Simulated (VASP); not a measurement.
**From an Ansatz input to VASP: BN (distorted zincblende)**

Ansatz input

```yaml
crystal:
  lattice:
    - [-0.001, 1.8137, 1.8401]
    - [1.7824, 0.0096, 1.8294]
    - [1.78, 1.8006, 0.012]
  atoms:
    - { symbol: B, position: [0.0066, 0.9456, 0.9781] }
    - { symbol: "N", position: [0.241, 0.2216, 0.2558] }
kpoints:
  mp_grid: { grid: [10, 10, 10] }
hamiltonian:
  xc: pbe
scf:
  occupations: { method: fermi_dirac, width: 0.02 }
  n_extra_bands: 4
output:
  forces: true
  stress: true
  eigenvalues: true
```

Which VASP files do the same job?



INCAR

```
EDIFF = 1E-7
PREC = Accurate
LWAVE = .FALSE.
ENCUT = 520
LASPH = .TRUE.
GGA = PE
NELM = 120
LCHARG = .TRUE.
NSW = 0
SIGMA = 0.02
LREAL = .FALSE.
NBANDS = 11
LELF = .TRUE.
IBRION = -1
ISIF = 2
ISMEAR = -1
```

KPOINTS

```
KPOINTS created by Atomic Simulation Environment
0
Gamma
10 10 10
0 0 0
```

POSCAR

```
B  N
 1.0000000000000000
    -0.0010000000000000    1.8137000000000001    1.8401000000000001
     1.7824000000000000    0.0096000000000000    1.8293999999999999
     1.7800000000000000    1.8006000000000000    0.0120000000000000
 B   N
   1   1
Cartesian
  3.4264488399999999  1.7822150399999999  1.7537624999999999
  0.8500628400000000  0.8998225400000001  0.8519287400000000
```

VASP ran with the recommended PBE PAW datasets (8 valence electrons in the cell). Other inputs would serve too.

|  | Ansatz | VASP |
| --- | --- | --- |
| gap between bands v and c on the k mesh | 3.56 eV | 3.55 eV |
| least direct gap on the k mesh | 7.43 eV | 7.43 eV |
| pressure | 8.8 GPa | 9.1 GPa |
| largest force | 2.35 eV/Å | 2.36 eV/Å |

Datasets and cutoffs are each program's own. VASP's cell holds 8 valence electrons and Ansatz's 8. Ansatz's stress includes a Pulay correction; VASP's doesn't.
